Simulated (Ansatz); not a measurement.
**CoO: do energies and stresses tell the same story?**

The calculation used DFT PBE+U, scalar-relativistic, plane waves, PAW (Ansatz).

Cutoff 420 eV; k points 12×12×6 on the computed 4-atom cell (Γ-centred); Gaussian smearing, width 0.02 eV; U_eff Co 3.32 eV on the d shells (Löwdin-orthogonalised atomic orbitals); collinear spin from starting moments -2.67 2.67 0 0 μB.

Relaxed cell: P6_3mc, a = 3.285 Å, b = 3.285 Å, c = 5.295 Å, α = 90.00°, β = 90.00°, γ = 120.00°, 4 atoms in the primitive cell. This wurtzite form isn't the usual stable structure of the compound.

Energies at zero smearing and pressures from the stress tensor, at volumes with shape and atoms relaxed:
```tsv
V (Å³/atom)	E − E(first) (meV/atom)	P (GPa)
10.890	0.00	21.27
11.261	-41.45	14.69
11.632	-68.75	9.03
12.003	-83.90	4.19
12.375	-88.63	0.02
12.746	-84.44	-3.55
13.117	-72.59	-6.60
13.612	-46.77	-9.99
```

Task: Check P = −dE/dV between neighbouring volumes, and get the bulk modulus from the pressures alone.

Result: With 1 eV/Å³ = 160.2 GPa:
```json
{"middle V (Å³/atom)": "11.075", "−ΔE/ΔV (GPa)": "17.887", "mean P (GPa)": "17.979"}
{"middle V (Å³/atom)": "11.447", "−ΔE/ΔV (GPa)": "11.784", "mean P (GPa)": "11.861"}
{"middle V (Å³/atom)": "11.818", "−ΔE/ΔV (GPa)": "6.535", "mean P (GPa)": "6.610"}
{"middle V (Å³/atom)": "12.189", "−ΔE/ΔV (GPa)": "2.044", "mean P (GPa)": "2.104"}
{"middle V (Å³/atom)": "12.560", "−ΔE/ΔV (GPa)": "-1.808", "mean P (GPa)": "-1.767"}
{"middle V (Å³/atom)": "12.932", "−ΔE/ΔV (GPa)": "-5.115", "mean P (GPa)": "-5.079"}
{"middle V (Å³/atom)": "13.365", "−ΔE/ΔV (GPa)": "-8.356", "mean P (GPa)": "-8.299"}
```

The two differ by 0.09 GPa at most. The mean of two end pressures misses the average over a step by about ΔV² P″/12, up to 0.08 GPa here; with that taken off 0.01 GPa remains. Around V = 12.375 Å³/atom, the two neighbours give B = −V ΔP/ΔV = 12.375 × 7.74 / 0.742 = 129.0 GPa, against B0 = 127.9 GPa from the Birch–Murnaghan fit of the energies.

The state reached may not be the lowest one.

Only this magnetic start was tried.